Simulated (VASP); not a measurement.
Input of a VASP 6.6.1 run:

Contents of INCAR:

```
SYSTEM = Pb
PREC = Accurate
ENCUT = 600
EDIFF = 1E-6
ISMEAR = 1
SIGMA = 0.1
LREAL = .FALSE.
LASPH = .TRUE.
NELM = 120
ALGO = Normal
ISIF = 3
LWAVE = .FALSE.
LCHARG = .FALSE.
METAGGA = R2SCAN
LMIXTAU = .TRUE.
IBRION = 2
NSW = 40
EDIFFG = -0.005
```

Contents of KPOINTS:

```
regular mesh
0
G
  14 14 14
  0 0 0
```

The input POSCAR:

```
Pb
1.0
    0.0000000000      2.4650000000      2.4650000000
    2.4650000000      0.0000000000      2.4650000000
    2.4650000000      2.4650000000      0.0000000000
Pb
1
Direct
    0.0000000000      0.0000000000      0.0000000000
```

Potentials or basis: VASP PAW PBE potentials, release 64 (Pb_d).

Command:

```sh
$ cat potpaw_PBE.64/Pb_d/POTCAR > POTCAR
$ mpirun -np 1 vasp_std > vasp.out
```

(1) Predict the relaxed volume.

(2) What does it give for the relaxed cell?

## Answers

(1) 31.18 Å³/atom.

(2) a = 3.533 Å, b = 3.533 Å, c = 3.533 Å, α = 60.00°, β = 60.00°, γ = 60.00°.

Caveat: the PAW data sets were made with another functional, which shifts forces and pressure a little.
